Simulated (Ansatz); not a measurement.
## Ionic part of the dielectric constant of BP at 16 GPa, mode by mode

These are results of DFT PBE, scalar-relativistic, plane waves, PAW in Ansatz, not measurements. Cutoff 420 eV, 10×10×10 k-points (Γ-centred), fixed occupations. No spin polarisation. Phonons by linear response, acoustic sum rule imposed.

It takes space group F-43m (No. 216, cubic). Conventional cell: a = 4.423 Å, b = 4.423 Å, c = 4.423 Å, α = 90.00°, β = 90.00°, γ = 90.00°. Around B (site symmetry -43m) lie 4 P at 1.91 Å. P (site symmetry -43m) is surrounded by 4 B at 1.91 Å.

The primitive cell has V = 21.62 Å³ and ε∞,yy = 9.138. Each polar mode adds Δε = (4.92064×10⁷/V)·S/ν² along y, with S its oscillator strength in e²/amu, ν in cm⁻¹ and V in Å³.

Question: From these modes, find each Δε and ε0,yy.
| ν (cm⁻¹) | S_yy (e²/amu) |
| --- | --- |
| 869.5 | 0.07384 |

Answer:
| ν (cm⁻¹) | Δε |
| --- | --- |
| 869.5 | 0.22 |

The sum is 0.222, so ε0,yy = 9.36; the run's tensor has 9.36.

Question: Where do the longitudinal modes lie for a wave vector along y?

Answer: At 880 cm⁻¹. The Lyddane–Sachs–Teller product Π(ν_LO/ν_TO)² = 1.02 matches ε0/ε∞ = 1.02.

Cost: 1 run of about 0.33 core-minutes, on AMD EPYC 7R43 (Zen 3) (shared hosts).

Screening in compressed BP is almost entirely electronic: the lattice adds only 0.222 to an ε∞ of 9.138. Two factors keep this share small. Boron and phosphorus differ little in electronegativity, so their sp³ bonds are nearly covalent and displacing the sublattices against each other moves little net charge, as the weak oscillator strength shows. The stiff, short bonds also resist that displacement, which suppresses the contribution further. The light boron atom helps place the polar mode as high as 869.5 cm⁻¹, but it does not reduce the static contribution, because the mass cancels between the oscillator strength and the squared frequency.

The narrow separation between this mode and its longitudinal partner at 880 cm⁻¹ is also linked to the small dynamical charge, which, well screened by the electrons, produces only a weak macroscopic restoring field. This suggests that polar-optical (Fröhlich) scattering of carriers is weak compared with that in more ionic zinc-blende compounds. Because the oscillator strength depends on the square of the dynamical charge, it can't show which of the two atoms carries the negative one, a real question in a compound with so little charge transfer.
